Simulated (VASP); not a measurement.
# C2H4 in VASP: further runs, part 2 of 2

VASP 6.6.1. Earlier steps stand in the parts before.

## Step 3: Single point, PBE

INCAR

```
ALGO = Normal
EDIFF = 1E-6
ENCUT = 400
GGA = PE
ISIF = 2
ISMEAR = 0
ISYM = 0
LASPH = True
LCHARG = False
LREAL = False
LWAVE = False
NBANDS = 15
NELM = 80
PREC = Accurate
SIGMA = 0.01
```

KPOINTS

```
k-points
0
Gamma
  1 1 1
```

POSCAR

```
H2C                                     
1.0
   13.0146151263      0.0000000000      0.0000000000
    0.0000000000     13.5146151263      0.0000000000
    0.0000000000      0.0000000000     14.0146151263
  C               H             
     2     4
Selective dynamics
Direct
     0.5432027012999967    0.4875295362000003    0.4812177697999971   F   F   F
     0.4557465831365733    0.5202657023676056    0.5192354666373624   T   T   T
     0.5651186226958820    0.4096132588054446    0.4843618335108243   T   T   T
     0.5968690638748160    0.5371520280650733    0.4452231715576657   T   T   T
     0.4342161829568683    0.5983134218248525    0.5158786293527448   T   T   T
     0.4023409462115169    0.4702679330099405    0.5551686468713193   T   T   T
```

Potentials or basis: VASP PAW PBE potentials, release 64 (C, H).

On the command line:

```console
> cat potpaw_PBE.64/C/POTCAR potpaw_PBE.64/H/POTCAR > POTCAR
> mpirun -np 1 vasp_gam > vasp.out
```

OUTCAR:

```text
EDIFF = 1E-6
   ENCUT = 400
   GGA = PE
   ISIF = 2
   ISMEAR = 0
   ISYM = 0
   LASPH = True
   LREAL = False
   NELM = 80
   PREC = Accurate

 ion  position               nearest neighbor table
   1  0.543  0.488  0.481-   4 1.09   3 1.09   2 1.33
   2  0.456  0.520  0.519-   6 1.09   5 1.09   1 1.33
   3  0.565  0.410  0.484-   1 1.09
   4  0.597  0.537  0.445-   1 1.09
   5  0.434  0.598  0.516-   2 1.09
   6  0.402  0.470  0.555-   2 1.09

IMPORTANT INFORMATION: All symmetrisations will be switched off!
NOSYMM: (Re-)initialisation of all symmetry stuff for point group C_1.

----------------------------------------------------------------------------------------

                                     Primitive cell

  volume of cell :    2464.9958

  direct lattice vectors                    reciprocal lattice vectors
    13.014615126  0.000000000  0.000000000     0.076836694  0.000000000  0.000000000
     0.000000000 13.514615126  0.000000000     0.000000000  0.073993968  0.000000000
     0.000000000  0.000000000 14.014615126     0.000000000  0.000000000  0.071354082

  length of vectors
    13.014615126 13.514615126 14.014615126     0.076836694  0.073993968  0.071354082

  position of ions in fractional coordinates (direct lattice)
     0.543202701  0.487529536  0.481217770
     0.455746583  0.520265702  0.519235467
     0.565118623  0.409613259  0.484361834
     0.596869064  0.537152028  0.445223172
     0.434216183  0.598313422  0.515878629
     0.402340946  0.470267933  0.555168647

  ion indices of the primitive-cell ions
   primitive index   ion index
                 1           1
                 2           2
                 3           3
                 4           4
                 5           5
                 6           6

----------------------------------------------------------------------------------------
[... 71 lines left out ...]
   GGA     = PE    functional components
   LHFCALC =     F    Hartree Fock is set to
   AEXX    =    0.0000 exact exchange contribution
   IVDW    =     0    specifies the selected vdW correction
   LEPSILON=     F    determine dielectric tensor
   LRPA    =     F    only Hartree local field effects (RPA)
 non-spin polarized calculation
 Gauss-broadening in eV      SIGMA  =   0.01
  energy-cutoff  :      400.00
  volume of cell :     2465.00
 maximum number of plane-waves:     22382
 NGX is ok and might be reduce to    90
   NGX = 43   NGY = 45   NGZ = 45

 number of electron      11.9999999 magnetization

 Free energy of the ion-electron system (eV)
  ---------------------------------------------------
  ext. energy  EPLUGINS =         0.00000000
  ---------------------------------------------------
  free energy    TOTEN  =       -31.97571248 eV

  energy without entropy =      -31.97571248  energy(sigma->0) =      -31.97571248

 E-fermi :  -6.6163     XC(G=0):  -0.3958

 val. band max:       -6.6857829813   @ k =   0.0000   0.0000   0.0000
 cond. band min:      -1.0061725094   @ k =   0.0000   0.0000   0.0000
 fundamental gap:      5.6796104719
 Fermi energy:        -6.6163100991

 k-point     1 :       0.0000    0.0000    0.0000
  band No.  band energies     occupation
      1     -18.7200      2.00000
      2     -14.1279      2.00000
      3     -11.3651      2.00000
      4     -10.0971      2.00000
      5      -8.4128      2.00000
      6      -6.6858      2.00000
      7      -1.0062      0.00000
      8      -0.3472      0.00000
      9       0.3244      0.00000
     10       0.3579      0.00000
     11       0.4407      0.00000
     12       0.6063      0.00000
     13       0.7350      0.00000
     14       0.7860      0.00000
     15       1.2120      0.00000

------------------------ aborting loop because EDIFF is reached ----------------------------------------

  FORCE on cell =-STRESS in cart. coord.  units (eV):
  Direction    XX          YY          ZZ          XY          YZ          ZX
  --------------------------------------------------------------------------------------
  -------------------------------------------------------------------------------------
  Total       -0.4302154     -0.4980572     -0.5318232     -0.0384434      0.0066974     -0.0645495
  in kB       -0.2796278     -0.3237230     -0.3456700     -0.0249871      0.0043531     -0.0419553
  external PRESSURE =      -0.3163403 kB  Pullay stress =       0.0000000 kB

 VOLUME and BASIS-vectors are now :
 -----------------------------------------------------------------------------
  energy-cutoff  :      400.00
  volume of cell :     2465.00
      direct lattice vectors                 reciprocal lattice vectors
    13.014615126  0.000000000  0.000000000     0.076836694  0.000000000  0.000000000
     0.000000000 13.514615126  0.000000000     0.000000000  0.073993968  0.000000000
     0.000000000  0.000000000 14.014615126     0.000000000  0.000000000  0.071354082

 POSITION                                       TOTAL-FORCE (eV/Angst)
 -----------------------------------------------------------------------------------
      7.06957      6.58877      6.74408         0.036057     -0.014398     -0.016586
      5.93137      7.03119      7.27689         0.002162     -0.000654     -0.001012
      7.35480      5.53577      6.78814        -0.006292     -0.018254      0.006853
      7.76802      7.25940      6.23963         0.002871      0.019307     -0.005500
      5.65116      8.08598      7.22984        -0.022461     -0.014025      0.014568
      5.23631      6.35549      7.78047        -0.012336      0.028025      0.001678
 -----------------------------------------------------------------------------------
    total drift:                               -0.000197      0.000280     -0.000135

  FREE ENERGIE OF THE ION-ELECTRON SYSTEM (eV)
  ---------------------------------------------------
  free  energy   TOTEN  =       -31.9757124831 eV

  energy  without entropy=      -31.9757124831  energy(sigma->0) =      -31.97571248
```

stdout:

```text
POSCAR found type information on POSCAR C H
 POSCAR found :  2 types and       6 ions
 scaLAPACK will be used
 LDA part: xc-table for (Slater+PW92), standard interpolation
 POSCAR, INCAR and KPOINTS ok, starting setup
 FFT: planning ... GRIDC
 FFT: planning ... GRID_SOFT
 FFT: planning ... GRID
 WAVECAR not read
 entering main loop
```

It took 1.8 min on 1 thread of Intel Xeon 6975P-C (Granite Rapids), shared host; peak memory 1.2 GiB.

What came out:

| Property | Result |
| --- | --- |
| Free energy | -31.9757 eV |
| Largest force | 0.042 eV/Å |
| Gap between the frontier levels | 5.68 eV |

Forces in eV/Å, atoms in the order of the input:
```
C    0.036 -0.014 -0.017
C    0.002 -0.001 -0.001
H   -0.006 -0.018  0.007
H    0.003  0.019 -0.005
H   -0.022 -0.014  0.015
H   -0.012  0.028  0.002
```

Caveat: the cutoff is under 1.25 times the usual one of these potentials, so pressure, stress and relaxed cells hold a basis-set (Pulay) error.

## Step 4: Single point, RPBE

INCAR, as its differences from that of step 3:

```diff
@@ -3,3 +3,3 @@
 ENCUT = 400
-GGA = PE
+GGA = RP
 ISIF = 2
```

KPOINTS is that of step 3.

POSCAR is that of step 3.

On the command line:

```console
> cat potpaw_PBE.64/C/POTCAR potpaw_PBE.64/H/POTCAR > POTCAR
> mpirun -np 1 vasp_gam > vasp.out
```

Run time: 1.7 min. Hardware: 1 thread of Intel Xeon 6975P-C (Granite Rapids), shared host; peak memory 1.2 GiB.

It converged, with:

| Property | Result |
| --- | --- |
| Free energy | -31.6761 eV |
| Largest force | 0.302 eV/Å |
| Gap between the frontier levels | 5.68 eV |

Forces in eV/Å, atoms in the order of the input:
```
C    0.258 -0.101 -0.121
C   -0.220  0.086  0.103
H    0.013 -0.051  0.003
H    0.033  0.033 -0.024
H   -0.042  0.019  0.019
H   -0.043  0.015  0.021
```

Levels at points of the mesh, in eV from the valence-band top:
```tsv
k point	band 2	band 3	band 4	band 5	band 6	band 7	band 8	band 9	band 10	band 11
(0.00, 0.00, 0.00)	-7.52	-4.72	-3.44	-1.79	0.00	5.68	6.22	6.88	6.92	7.05
```

Caveat: the cutoff is under 1.25 times the usual one of these potentials, so pressure, stress and relaxed cells hold a basis-set (Pulay) error; the PAW data sets were made with another functional, which shifts forces and pressure a little. As with any semilocal functional, this RPBE gap is likely too small.

## Step 5: Single point, RPBE+D3(BJ)

INCAR, as its differences from that of step 4:

```diff
@@ -7,2 +7,3 @@
 ISYM = 0
+IVDW = 12
 LASPH = True
```

KPOINTS is that of step 4.

POSCAR is that of step 4.

Potentials or basis: VASP PAW PBE potentials, release 64 (C, H).

On the command line:

```console
> cat potpaw_PBE.64/C/POTCAR potpaw_PBE.64/H/POTCAR > POTCAR
> mpirun -np 1 vasp_gam > vasp.out
```

OUTCAR:

```text
EDIFF = 1E-6
   ENCUT = 400
   GGA = RP
   ISIF = 2
   ISMEAR = 0
   ISYM = 0
   IVDW = 12
   LASPH = True
   LREAL = False
   NELM = 80
   PREC = Accurate
 IVDW          = 12

 ion  position               nearest neighbor table
   1  0.543  0.488  0.481-   4 1.09   3 1.09   2 1.33
   2  0.456  0.520  0.519-   6 1.09   5 1.09   1 1.33
   3  0.565  0.410  0.484-   1 1.09
   4  0.597  0.537  0.445-   1 1.09
   5  0.434  0.598  0.516-   2 1.09
   6  0.402  0.470  0.555-   2 1.09

IMPORTANT INFORMATION: All symmetrisations will be switched off!
NOSYMM: (Re-)initialisation of all symmetry stuff for point group C_1.

----------------------------------------------------------------------------------------

                                     Primitive cell

  volume of cell :    2464.9958

  direct lattice vectors                    reciprocal lattice vectors
    13.014615126  0.000000000  0.000000000     0.076836694  0.000000000  0.000000000
     0.000000000 13.514615126  0.000000000     0.000000000  0.073993968  0.000000000
     0.000000000  0.000000000 14.014615126     0.000000000  0.000000000  0.071354082

  length of vectors
    13.014615126 13.514615126 14.014615126     0.076836694  0.073993968  0.071354082

  position of ions in fractional coordinates (direct lattice)
     0.543202701  0.487529536  0.481217770
     0.455746583  0.520265702  0.519235467
     0.565118623  0.409613259  0.484361834
     0.596869064  0.537152028  0.445223172
     0.434216183  0.598313422  0.515878629
     0.402340946  0.470267933  0.555168647

  ion indices of the primitive-cell ions
   primitive index   ion index
                 1           1
                 2           2
                 3           3
                 4           4
                 5           5
                 6           6

----------------------------------------------------------------------------------------
[... 71 lines left out ...]
   GGA     = RP    functional components
   LHFCALC =     F    Hartree Fock is set to
   AEXX    =    0.0000 exact exchange contribution
   IVDW    =    12    specifies the selected vdW correction
   LEPSILON=     F    determine dielectric tensor
   LRPA    =     F    only Hartree local field effects (RPA)
 non-spin polarized calculation
 Gauss-broadening in eV      SIGMA  =   0.01
  energy-cutoff  :      400.00
  volume of cell :     2465.00
 maximum number of plane-waves:     22382
 NGX is ok and might be reduce to    90
   NGX = 43   NGY = 45   NGZ = 45

 number of electron      11.9999999 magnetization

 Free energy of the ion-electron system (eV)
  ---------------------------------------------------
  ext. energy  EPLUGINS =         0.00000000
  ---------------------------------------------------
  free energy    TOTEN  =       -31.67606609 eV

  energy without entropy =      -31.67606609  energy(sigma->0) =      -31.67606609

 E-fermi :  -6.5699     XC(G=0):  -0.4096

 val. band max:       -6.6338394640   @ k =   0.0000   0.0000   0.0000
 cond. band min:      -0.9557360432   @ k =   0.0000   0.0000   0.0000
 fundamental gap:      5.6781034208
 Fermi energy:        -6.5698947251

 k-point     1 :       0.0000    0.0000    0.0000
  band No.  band energies     occupation
      1     -18.7586      2.00000
      2     -14.1561      2.00000
      3     -11.3498      2.00000
      4     -10.0719      2.00000
      5      -8.4266      2.00000
      6      -6.6338      2.00000
      7      -0.9557      0.00000
      8      -0.4142      0.00000
      9       0.2455      0.00000
     10       0.2887      0.00000
     11       0.4150      0.00000
     12       0.5592      0.00000
     13       0.7196      0.00000
     14       0.7751      0.00000
     15       1.1929      0.00000

------------------------ aborting loop because EDIFF is reached ----------------------------------------

 Edisp (eV)   -0.36161

 E8    (eV) :    -0.1528

  FORCE on cell =-STRESS in cart. coord.  units (eV):
  Direction    XX          YY          ZZ          XY          YZ          ZX
  --------------------------------------------------------------------------------------
  -------------------------------------------------------------------------------------
  Total      -0.17916    -0.40088    -0.44803    -0.11501     0.03616    -0.16819
  in kB      -0.11645    -0.26056    -0.29121    -0.07476     0.02350    -0.10932
  external pressure =       -0.22 kB  Pullay stress =        0.00 kB

 VOLUME and BASIS-vectors are now :
 -----------------------------------------------------------------------------
  energy-cutoff  :      400.00
  volume of cell :     2465.00
      direct lattice vectors                 reciprocal lattice vectors
    13.014615126  0.000000000  0.000000000     0.076836694  0.000000000  0.000000000
     0.000000000 13.514615126  0.000000000     0.000000000  0.073993968  0.000000000
     0.000000000  0.000000000 14.014615126     0.000000000  0.000000000  0.071354082

 POSITION                                       TOTAL-FORCE (eV/Angst)
 -----------------------------------------------------------------------------------
      7.06957      6.58877      6.74408         0.225814     -0.088131     -0.105380
      5.93137      7.03119      7.27689        -0.187120      0.072890      0.087561
      7.35480      5.53577      6.78814        -0.007166     -0.028695      0.009305
      7.76802      7.25940      6.23963         0.006719      0.028640     -0.009331
      5.65116      8.08598      7.22984        -0.021898     -0.003810      0.012324
      5.23631      6.35549      7.78047        -0.016349      0.019105      0.005521
 -----------------------------------------------------------------------------------
    total drift:                               -0.000197      0.000287     -0.000134

  FREE ENERGIE OF THE ION-ELECTRON SYSTEM (eV)
  ---------------------------------------------------
  free  energy   TOTEN  =       -32.0376734911 eV

  energy  without entropy=      -32.0376734911  energy(sigma->0) =      -32.03767349
```

It took 1.8 min on 1 thread of Intel Xeon 6975P-C (Granite Rapids), shared host; peak memory 1.2 GiB.

Results:

```yaml
Free_energy: -32.0377 eV
Largest_force: 0.264 eV/Å
Gap_between_the_frontier_levels: 5.68 eV
Dispersion_energy_per_atom: -0.060 eV
```

Forces in eV/Å, atoms in the order of the input:
```
C    0.226 -0.088 -0.105
C   -0.187  0.073  0.088
H   -0.007 -0.029  0.009
H    0.007  0.029 -0.009
H   -0.022 -0.004  0.012
H   -0.016  0.019  0.006
```

Caveat: the cutoff is under 1.25 times the usual one of these potentials, so pressure, stress and relaxed cells hold a basis-set (Pulay) error; the PAW data sets were made with another functional, which shifts forces and pressure a little.

## Step 6: Overview

```csv
task,level,cell,atoms held fixed (from 0),gap on the mesh (eV),largest force (eV/Å)
relaxation of the atoms,PBE+D3(BJ),atoms relaxed,[0],5.68,-
single point,PBE,"P1, 410.83 Å³/atom",-,5.68,0.04
single point,RPBE,"P1, 410.83 Å³/atom",-,5.68,0.30
single point,RPBE+D3(BJ),"P1, 410.83 Å³/atom",-,5.68,0.26
```

Alike in all rows: potentials or basis VASP PAW PBE potentials, release 64 (C, H); no spin polarisation; k mesh 1 × 1 × 1; cutoff (eV) 400; smearing gaussian 0.01 eV.

On the cell as given the gap runs from 5.68 eV (RPBE) to 5.68 eV (PBE).

Caveats: the cutoff is under 1.25 times the usual one of these potentials, so pressure, stress and relaxed cells hold a basis-set (Pulay) error; the PAW data sets were made with another functional, which shifts forces and pressure a little (some runs).

Total energies depend on the potentials used, so only differences within one code and one set of settings carry meaning.
